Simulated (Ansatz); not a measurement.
An Ansatz (a quantum-chemistry and plane-wave program) run: GeTe with a change (isotropic strain +0.79 %); r2SCAN, PAW, 500 eV (Ansatz; no spin-orbit coupling).

Input:

Ansatz 0.2 input:
```yaml
crystal:
  lattice:
    - [2.1100437685, 1.2182343378, 3.7159221787]
    - [-2.1100437685, 1.2182343378, 3.7159221787]
    - [0, -2.4364686755, 3.7159221788]
  atoms:
    - { symbol: Ge, position: [0.2318427487, 0.2318427487, 0.2318427487] }
    - { symbol: Te, position: [0.7681572513, 0.7681572513, 0.7681572513] }
basis: { ecutwfc: 500, ecutrho_ratio: 4, xc_grid: 4, fft_grid_basis: typed }
kpoints: { mp_grid: { grid: [10, 10, 10] } }
hamiltonian:
  xc: r2scan
  dispersion: none
  pseudopotentials: { kind: paw }
scf: { occupations: { method: fermi_dirac, width: 0.05 }, convergence: { dr2_threshold: 0.0000000002 } }
relax: { f_tol: 0.005, max_steps: 50 }
output: { forces: true, stress: true }
checkpoint: { write: state.ck, write_every: 1000 }
```

Output (explanatory and most iteration lines left out):

```
Relaxation: its limit of steps is 50 (relax.max_steps)
Pseudopotential: Ge, paw, valence charge 14
Pseudopotential: Te, paw, valence charge 16
Crystal: 2 atoms, lattice volume = 57.311 Å³
Basis set: ecut = 500 eV, 1465 PW (Γ), exchange–correlation on 144×144×144 points (64 copies of the dense FFT grid, shifted against one another)
Bands: 19, of which v1, the nominal top of the filled ones, is band 15 counted from 1 (14 counted from 0)
Symmetry: 6 space group operations
Space group: R3m (ITA 160), of the structure as read, at distance tolerance 3.9e-5 Å
k-points: 116 of 1000 (time reversal used)
Functional: x = r2scan, c = r2scan; τ floored in thin density (d = 2e-4 eV/Å³)
SCF iter   1: F=—  HF=-11297.777601 eV  |F-HF|=—  |Δ(HF+E_count)|=         —  Δρ=4.85e-3  dr2=1.09e-2  dr2_τ=1.03e-3  ethr=1.77e-3  ⟨swp⟩=6.0  Hψ=11438  notcnv=0
SCF iter   2: F=—  HF=-11297.782187 eV  |F-HF|=—  |Δ(HF+E_count)|=   4.59e-3  Δρ=1.66e-3  dr2=1.75e-3  dr2_τ=3.18e-5  ethr=3.62e-5  ⟨swp⟩=2.0  Hψ=4756  notcnv=0
SCF 1 converged in 9 iterations: F = -11297.782438 eV  dr2 = 1.86e-11
relax step   1: F+E_penalty+E_count = -11297.78243759 eV  Δ(F+E_penalty+E_count) = +0.000e0 eV  max|allowed force component| = 9.462e-2 eV/Å  Δτ_max = 0.0000 Å  (9 SCF iters, accepted)
Crystal: 2 atoms, lattice volume = 57.311 Å³
SCF iter   1: F=—  HF=-11297.779539 eV  |F-HF|=—  |Δ(HF+E_count)|=         —  Δρ=9.46e-4  dr2=7.25e-4  dr2_τ=3.65e-3  ethr=2.41e-6  ⟨swp⟩=2.0  Hψ=8275  notcnv=0
SCF iter   2: F=—  HF=-11297.783251 eV  |F-HF|=—  |Δ(HF+E_count)|=   3.71e-3  Δρ=5.37e-4  dr2=1.42e-4  dr2_τ=2.21e-6  ethr=2.41e-6  ⟨swp⟩=3.0  Hψ=3803  notcnv=0
SCF 2 converged in 8 iterations: F = -11297.783251 eV  dr2 = 3.50e-11
relax step   2: F+E_penalty+E_count = -11297.78325062 eV  Δ(F+E_penalty+E_count) = -8.130e-4 eV  max|allowed force component| = 4.985e-2 eV/Å  Δτ_max = 0.0172 Å  (8 SCF iters, accepted)
Crystal: 2 atoms, lattice volume = 57.311 Å³
SCF iter   1: F=—  HF=-11297.783090 eV  |F-HF|=—  |Δ(HF+E_count)|=         —  Δρ=3.37e-4  dr2=9.27e-5  dr2_τ=4.50e-4  ethr=2.98e-6  ⟨swp⟩=3.1  Hψ=5258  notcnv=0
SCF iter   2: F=—  HF=-11297.783534 eV  |F-HF|=—  |Δ(HF+E_count)|=   4.44e-4  Δρ=1.89e-4  dr2=1.83e-5  dr2_τ=2.94e-7  ethr=3.09e-7  ⟨swp⟩=2.0  Hψ=3838  notcnv=0
SCF 3 converged in 7 iterations: F = -11297.783534 eV  dr2 = 7.86e-11
relax step   3: F+E_penalty+E_count = -11297.78353411 eV  Δ(F+E_penalty+E_count) = -2.835e-4 eV  max|allowed force component| = 2.579e-3 eV/Å  Δτ_max = 0.0060 Å  (7 SCF iters, accepted)
Crystal: 2 atoms, lattice volume = 57.311 Å³
SCF iter   1: F=—  HF=-11297.783534 eV  |F-HF|=—  |Δ(HF+E_count)|=         —  Δρ=4.74e-7  dr2=7.86e-11  dr2_τ=1.62e-12  ethr=1.00e-12  ⟨swp⟩=2.7  Hψ=12462  notcnv=0
SCF iter   2: F=-11297.783534 eV  HF=-11297.783534 eV  |F-HF|=3.82e-11  |Δ(HF+E_count)|=  7.82e-11  Δρ=2.55e-7  dr2=1.94e-11  dr2_τ=3.96e-13  ethr=1.00e-12  ⟨swp⟩=4.2  Hψ=7325  notcnv=0
SCF 4 converged in 2 iterations: F = -11297.783534 eV  dr2 = 1.94e-11
SCF converged after 2 iterations
Free energy (F): -11297.783534 eV
Internal energy: -11297.783524 eV  (E = F + TS)
E sigma→0 (E₀):  -11297.783529 eV
Entropy (-TS):   -0.000010 eV (-0.005 meV/atom)
Fermi energy:    8.707268 eV
--- Forces (eV/Å), atoms counted from 1 ---
  atom   1  Ge     0.00000000    -0.00000000    -0.00257611
  atom   2  Te     0.00000000     0.00000000     0.00257666
--- Stress (GPa, compression-positive) ---
       -0.975510       0.000000       0.000000
       -0.000000      -0.975510       0.000000
        0.000000       0.000000      -0.504686
  P = ⅓ Tr σ = -0.8186 GPa (-8.186 kbar)
--- Relaxed structure (3 steps of the walk, 3 accepted, 0 SCFs on fresh bases) ---
  atoms:
    - { symbol: Ge, position: [0.23084209165342584, 0.23084209165342584, 0.2308420916534258] }
    - { symbol: Te, position: [0.7691579083465739, 0.7691579083465739, 0.7691579083465739] }
```

With Te present, leaving out spin-orbit coupling can change the band edges. No phonon test of stability was made. The cell was made from GeTe (space group R3m, No. 160; layered) by this change: isotropic strain +0.79 %. No dispersion term is included, though the crystal is made of layers, chains or molecules, so its spacings can come out too wide.
